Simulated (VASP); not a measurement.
# Ge (Fd-3m) in VASP: single point with PBE

Aim: the single point of Ge with PBE.

Everything below comes from runs of VASP 6.6.1. Logs are shortened: lines on timing, memory, paths and dates and some standing lists are left out, and cuts for length are marked.

### Step 1. The undisturbed crystal

The structure is cubic, space group Fd-3m (No. 227). Conventional cell: a = 5.658 Å, b = 5.658 Å, c = 5.658 Å, α = 90.00°, β = 90.00°, γ = 90.00°. Ge (site symmetry -43m) has 4 Ge at 2.45 Å as nearest neighbours.

### Step 2. Single point, PBE (a relaxed cell with its volume scaled by 1.09)

Contents of INCAR:

```
ALGO = Normal ; EDIFF = 1E-7
ENCUT = 520 ; GGA = PE
ISIF = 2 ; ISMEAR = 0
LASPH = T ; LCHARG = F
LREAL = F ; LWAVE = F
NBANDS = 21 ; NELM = 100
PREC = Accurate ; SIGMA = 0.02
```

Contents of KPOINTS:

```
k-points
0
Gamma
  6 6 6
```

Contents of POSCAR:

```
Ge                                      
1.0
    0.0000000000      2.9650045170      2.9650045170
    2.9650045170      0.0000000000      2.9650045170
    2.9650045170      2.9650045170     -0.0000000000
  Ge            
     2
Direct
     0.0000000000000000    0.0000000000000000    0.0000000000000000
     0.2500000000000000    0.2500000000000000    0.2500000000000000
```

Potentials or basis: VASP PAW PBE potentials, release 64 (Ge_d).

Run with:

```console
cat potpaw_PBE.64/Ge_d/POTCAR > POTCAR
mpirun -np 1 vasp_std > vasp.out
```

OUTCAR:

```text
EDIFF = 1E-7
   ENCUT = 520
   GGA = PE
   ISIF = 2
   ISMEAR = 0
   LASPH = T
   LREAL = F
   NELM = 100
   PREC = Accurate

 ion  position               nearest neighbor table
   1  0.000  0.000  0.000-   2 2.57   2 2.57   2 2.57   2 2.57
   2  0.250  0.250  0.250-   1 2.57   1 2.57   1 2.57   1 2.57

  LATTYP: Found a face centered cubic cell.
 ALAT       =     5.9300090340

  Lattice vectors:

 A1 = (   0.0000000000,   2.9650045170,   2.9650045170)
 A2 = (   2.9650045170,   0.0000000000,   2.9650045170)
 A3 = (   2.9650045170,   2.9650045170,   0.0000000000)

Analysis of symmetry for initial positions (statically):
=====================================================================
 Subroutine PRICEL returns:
 Original cell was already a primitive cell.

 Routine SETGRP: Setting up the symmetry group for a
 face centered cubic supercell.

 Subroutine GETGRP returns: Found 48 space group operations
 (whereof 24 operations were pure point group operations)
 out of a pool of 48 trial point group operations.

The static configuration has the point symmetry T_d .
 The point group associated with its full space group is O_h .

Analysis of symmetry for dynamics (positions and initial velocities):
=====================================================================
 Subroutine PRICEL returns:
 Original cell was already a primitive cell.

 Routine SETGRP: Setting up the symmetry group for a
 face centered cubic supercell.

 Subroutine GETGRP returns: Found 48 space group operations
 (whereof 24 operations were pure point group operations)
 out of a pool of 48 trial point group operations.

The dynamic configuration has the point symmetry T_d .
 The point group associated with its full space group is O_h .

 Subroutine INISYM returns: Found 48 space group operations
 (whereof 24 operations are pure point group operations),
 and found     1 'primitive' translations

----------------------------------------------------------------------------------------

                                     Primitive cell

  volume of cell :      52.1322

  direct lattice vectors                    reciprocal lattice vectors
     0.000000000  2.965004517  2.965004517    -0.168633807  0.168633807  0.168633807
     2.965004517  0.000000000  2.965004517     0.168633807 -0.168633807  0.168633807
     2.965004517  2.965004517  0.000000000     0.168633807  0.168633807 -0.168633807

  length of vectors
     4.193149600  4.193149600  4.193149600     0.292082322  0.292082322  0.292082322

  position of ions in fractional coordinates (direct lattice)
     0.000000000  0.000000000  0.000000000
     0.250000000  0.250000000  0.250000000

  ion indices of the primitive-cell ions
   primitive index   ion index
                 1           1
                 2           2

----------------------------------------------------------------------------------------

 KPOINTS: k-points

Automatic generation of k-mesh.
 Grid dimensions read from file:
 generate k-points for:    6    6    6

 Generating k-lattice:

  Cartesian coordinates                     Fractional coordinates (reciprocal lattice)
    -0.028105635  0.028105635  0.028105635     0.166666667  0.000000000  0.000000000
     0.028105635 -0.028105635  0.028105635     0.000000000  0.166666667  0.000000000
     0.028105635  0.028105635 -0.028105635     0.000000000  0.000000000  0.166666667

  Length of vectors
     0.048680387  0.048680387  0.048680387

  Shift w.r.t. Gamma in fractional coordinates (k-lattice)
     0.000000000  0.000000000  0.000000000

 Subroutine IBZKPT returns following result:
 ===========================================

 Found     16 irreducible k-points:

 Following reciprocal coordinates:
            Coordinates               Weight
  0.000000  0.000000  0.000000      1.000000
  0.166667  0.000000  0.000000      8.000000
  0.333333  0.000000  0.000000      8.000000
  0.500000  0.000000  0.000000      4.000000
  0.166667  0.166667  0.000000      6.000000
  0.333333  0.166667  0.000000     24.000000
[... 8 lines left out ...]
 -0.333333  0.333333  0.166667     24.000000
 -0.333333  0.500000  0.166667     12.000000
   k-points           NKPTS =     16   k-points in BZ     NKDIM =     16   number of bands    NBANDS=     21
   number of dos      NEDOS =    301   number of ions     NIONS =      2
   total plane-waves  NPLWV =  32768
   dimension x,y,z NGX =    32 NGY =   32 NGZ =   32
   dimension x,y,z NGXF=    64 NGYF=   64 NGZF=   64
   ions per type =               2
   NGX,Y,Z   is equivalent  to a cutoff of  12.69, 12.69, 12.69 a.u.
   NGXF,Y,Z  is equivalent  to a cutoff of  25.37, 25.37, 25.37 a.u.
 SYSTEM =  unknown system
   PREC   = accura    normal or accurate (medium, high low for compatibility)
   ISTART =      0    job   : 0-new  1-cont  2-samecut
   ICHARG =      2    charge: 1-file 2-atom 10-const
   ISPIN  =      1    spin polarized calculation?
   LNONCOLLINEAR =      F non collinear calculations
   LSORBIT =      F    spin-orbit coupling
   LASPH  =      T    aspherical Exc in radial PAW
   ENCUT  =  520.0 eV  38.22 Ry    6.18 a.u.   7.80  7.80  7.80*2*pi/ulx,y,z
   NELM   =    100;   NELMIN=  2; NELMDL= -5     # of ELM steps
   EDIFF  = 0.1E-06   stopping-criterion for ELM
   LREAL  =      F    real-space projection
   EDIFFG = 0.1E-05   stopping-criterion for IOM
   NSW    =      0    number of steps for IOM
   IBRION =     -1    ionic relax: 0-MD 1-quasi-New 2-CG
   NFREE  =      0    steps in history (QN), initial steepest desc. (CG)
   ISIF   =      2    stress and relaxation
   ISYM   =      2    0-nonsym 1-usesym 2-fastsym
   POTIM  = 0.5000    time-step for ionic-motion
   TEBEG  =    0.0;   TEEND  =   0.0 temperature during run
   PSTRESS=    0.0 pullay stress
   NELECT =      28.0000    total number of electrons
   NUPDOWN=      -1.0000    fix difference up-down
   EMIN   =  10.00;   EMAX   =-10.00  energy-range for DOS
   EFERMI =   0.00;   METHOD = LEGACY
   ISMEAR =     0;   SIGMA  =   0.02  broadening in eV -4-tet -1-fermi 0-gaus
   EFERMI_NEDOS =   21; number of points for ismear=-14 and -15
   IALGO  =     38    algorithm
   IMIX   =      4    mixing-type and parameters
     AMIX     =   0.40;   BMIX     =  1.00
     AMIX_MAG =   1.60;   BMIX_MAG =  1.00
  volume/ion in A,a.u.               =      26.07       175.90
  Fermi-wavevector in a.u.,A,eV,Ry     =   1.330737  2.514728 24.094017  1.770860
  Thomas-Fermi vector in A             =   2.459801
   LORBIT       =      0    0 simple, 1 ext, 2 COOP (PROOUT), +10 PAW based schemes
   GGA     = PE    functional components
   LHFCALC =     F    Hartree Fock is set to
   AEXX    =    0.0000 exact exchange contribution
   IVDW    =     0    specifies the selected vdW correction
   LEPSILON=     F    determine dielectric tensor
   LRPA    =     F    only Hartree local field effects (RPA)
 non-spin polarized calculation
 Gauss-broadening in eV      SIGMA  =   0.02
  energy-cutoff  :      520.00
  volume of cell :       52.13
 maximum number of plane-waves:      1420
   NGX = 15   NGY = 15   NGZ = 15

 number of electron      28.0000005 magnetization

 Free energy of the ion-electron system (eV)
  ---------------------------------------------------
  ext. energy  EPLUGINS =         0.00000000
  ---------------------------------------------------
  free energy    TOTEN  =        -8.93613731 eV

  energy without entropy =       -8.93592835  energy(sigma->0) =       -8.93603283

 E-fermi :   3.5202     XC(G=0):  -9.2676

 val. band max:        3.5202420636   @ k =   0.5000   0.0000   0.0000
 cond. band min:       3.7246773995   @ k =   0.0000   0.0000   0.0000
 fundamental gap:      0.2044353359
 Fermi energy:         3.5202420637

 k-point     1 :       0.0000    0.0000    0.0000
  band No.  band energies     occupation
      1     -20.9378      2.00000
      2     -20.9378      2.00000
      3     -20.9378      2.00000
      4     -20.9115      2.00000
      5     -20.9115      2.00000
      6     -20.7658      2.00000
[... 13 lines left out ...]
     20      12.8329      0.00000
     21      12.8329      0.00000

 k-point     2 :       0.1667    0.0000    0.0000
  band No.  band energies     occupation
      1     -20.9457      2.00000
      2     -20.9457      2.00000
      3     -20.9346      2.00000
      4     -20.9001      2.00000
      5     -20.9001      2.00000
      6     -20.7801      2.00000
[... 13 lines left out ...]
     20      11.8717      0.00000
     21      11.8717      0.00000

 k-point     3 :       0.3333    0.0000    0.0000
  band No.  band energies     occupation
      1     -20.9531      2.00000
      2     -20.9531      2.00000
      3     -20.9281      2.00000
      4     -20.8868      2.00000
      5     -20.8868      2.00000
      6     -20.7910      2.00000
[... 13 lines left out ...]
     20      12.3483      0.00000
     21      12.3483      0.00000

 k-point     4 :       0.5000    0.0000    0.0000
  band No.  band energies     occupation
      1     -20.9550      2.00000
      2     -20.9550      2.00000
      3     -20.9247      2.00000
      4     -20.8827      2.00000
      5     -20.8827      2.00000
      6     -20.7940      2.00000
[... 13 lines left out ...]
     20      13.4380      0.00000
     21      14.2215      0.00000

 k-point     5 :       0.1667    0.1667    0.0000
  band No.  band energies     occupation
      1     -20.9446      2.00000
      2     -20.9446      2.00000
      3     -20.9426      2.00000
      4     -20.9011      2.00000
      5     -20.8868      2.00000
      6     -20.8017      2.00000
[... 13 lines left out ...]
     20      11.5843      0.00000
     21      13.2694      0.00000

 k-point     6 :       0.3333    0.1667    0.0000
  band No.  band energies     occupation
      1     -20.9580      2.00000
      2     -20.9519      2.00000
      3     -20.9293      2.00000
      4     -20.8872      2.00000
      5     -20.8695      2.00000
      6     -20.8190      2.00000
[... 13 lines left out ...]
     20      12.9084      0.00000
     21      13.5447      0.00000

 k-point     7 :       0.5000    0.1667    0.0000
  band No.  band energies     occupation
      1     -20.9660      2.00000
      2     -20.9574      2.00000
      3     -20.9129      2.00000
      4     -20.8742      2.00000
      5     -20.8684      2.00000
      6     -20.8164      2.00000
[... 13 lines left out ...]
     20      13.7595      0.00000
     21      14.2664      0.00000

 k-point     8 :      -0.3333    0.1667    0.0000
  band No.  band energies     occupation
      1     -20.9638      2.00000
      2     -20.9592      2.00000
      3     -20.9106      2.00000
      4     -20.8818      2.00000
      5     -20.8693      2.00000
      6     -20.8087      2.00000
[... 13 lines left out ...]
     20      12.3055      0.00000
     21      14.0006      0.00000

 k-point     9 :      -0.1667    0.1667    0.0000
  band No.  band energies     occupation
      1     -20.9549      2.00000
      2     -20.9526      2.00000
      3     -20.9260      2.00000
      4     -20.8936      2.00000
      5     -20.8820      2.00000
      6     -20.7990      2.00000
[... 13 lines left out ...]
     20      12.4705      0.00000
     21      12.5092      0.00000

 k-point    10 :       0.3333    0.3333    0.0000
  band No.  band energies     occupation
      1     -20.9566      2.00000
      2     -20.9566      2.00000
      3     -20.9318      2.00000
      4     -20.8729      2.00000
      5     -20.8514      2.00000
      6     -20.8419      2.00000
[... 13 lines left out ...]
     20      14.5818      0.00000
     21      14.6079      0.00000

 k-point    11 :       0.5000    0.3333    0.0000
  band No.  band energies     occupation
      1     -20.9679      2.00000
      2     -20.9608      2.00000
      3     -20.9088      2.00000
      4     -20.8646      2.00000
      5     -20.8554      2.00000
      6     -20.8282      2.00000
[... 13 lines left out ...]
     20      14.4442      0.00000
     21      14.7061      0.00000

 k-point    12 :      -0.3333    0.3333    0.0000
  band No.  band energies     occupation
      1     -20.9734      2.00000
      2     -20.9623      2.00000
      3     -20.8984      2.00000
      4     -20.8519      2.00000
      5     -20.8487      2.00000
      6     -20.8376      2.00000
[... 13 lines left out ...]
     20      12.3525      0.00000
     21      16.0388      0.00000

 k-point    13 :       0.5000    0.5000    0.0000
  band No.  band energies     occupation
      1     -20.9620      2.00000
      2     -20.9620      2.00000
      3     -20.8991      2.00000
      4     -20.8991      2.00000
      5     -20.8352      2.00000
      6     -20.8352      2.00000
[... 13 lines left out ...]
     20      14.0117      0.00000
     21      15.8081      0.00000

 k-point    14 :       0.5000    0.3333    0.1667
  band No.  band energies     occupation
      1     -20.9651      2.00000
      2     -20.9626      2.00000
      3     -20.9096      2.00000
      4     -20.8732      2.00000
      5     -20.8505      2.00000
      6     -20.8375      2.00000
[... 13 lines left out ...]
     20      12.9376      0.00000
     21      15.1140      0.00000

 k-point    15 :      -0.3333    0.3333    0.1667
  band No.  band energies     occupation
      1     -20.9718      2.00000
      2     -20.9648      2.00000
      3     -20.8942      2.00000
      4     -20.8607      2.00000
      5     -20.8461      2.00000
      6     -20.8394      2.00000
[... 13 lines left out ...]
     20      14.5302      0.00000
     21      14.6659      0.00000

 k-point    16 :      -0.3333    0.5000    0.1667
  band No.  band energies     occupation
      1     -20.9688      2.00000
      2     -20.9688      2.00000
      3     -20.8798      2.00000
      4     -20.8798      2.00000
      5     -20.8372      2.00000
      6     -20.8372      2.00000
[... 13 lines left out ...]
     20      13.6984      0.00000
     21      15.7328      0.00000

------------------------ aborting loop because EDIFF is reached ----------------------------------------

  FORCE on cell =-STRESS in cart. coord.  units (eV):
  Direction    XX          YY          ZZ          XY          YZ          ZX
  --------------------------------------------------------------------------------------
  -------------------------------------------------------------------------------------
  Total       -1.3181347     -1.3181347     -1.3181347     -0.0000000     -0.0000000     -0.0000000
  in kB      -40.5101912    -40.5101912    -40.5101912     -0.0000000     -0.0000000     -0.0000000
  external PRESSURE =     -40.5101912 kB  Pullay stress =       0.0000000 kB

 VOLUME and BASIS-vectors are now :
 -----------------------------------------------------------------------------
  energy-cutoff  :      520.00
  volume of cell :       52.13
      direct lattice vectors                 reciprocal lattice vectors
     0.000000000  2.965004517  2.965004517    -0.168633807  0.168633807  0.168633807
     2.965004517  0.000000000  2.965004517     0.168633807 -0.168633807  0.168633807
     2.965004517  2.965004517  0.000000000     0.168633807  0.168633807 -0.168633807

 POSITION                                       TOTAL-FORCE (eV/Angst)
 -----------------------------------------------------------------------------------
      0.00000      0.00000      0.00000        -0.000000     -0.000000      0.000000
      1.48250      1.48250      1.48250         0.000000      0.000000     -0.000000
 -----------------------------------------------------------------------------------
    total drift:                               -0.000000      0.000000      0.000000

  FREE ENERGIE OF THE ION-ELECTRON SYSTEM (eV)
  ---------------------------------------------------
  free  energy   TOTEN  =        -8.9361373110 eV

  energy  without entropy=       -8.9359283519  energy(sigma->0) =       -8.93603283
```

Wall time 14 s (1 thread of AMD EPYC 7R13 (Zen 3), shared host); peak memory 0.14 GiB.

What came out:

| Item | Value |
| --- | --- |
| Free energy | -8.9361 eV |
| Pressure | -4.1 GPa |
| Band gap on the k mesh | none (metal or under the smearing width) |

Levels at points of the mesh, in eV from the Fermi level:
```tsv
k point	band 10	band 11	band 12	band 13	band 14	band 15	band 16	band 17	band 18	band 19
(0.00, 0.00, 0.00)	-24.28	-11.57	-0.98	0.20	0.20	0.20	2.68	2.68	2.68	6.29
(0.50, 0.00, 0.00)	-24.26	-9.81	-6.83	-1.00	-1.00	0.00	3.85	3.85	7.22	9.70
(0.50, 0.50, 0.00)	-24.25	-8.20	-8.20	-2.41	-2.41	1.10	1.10	8.59	8.59	10.49
```
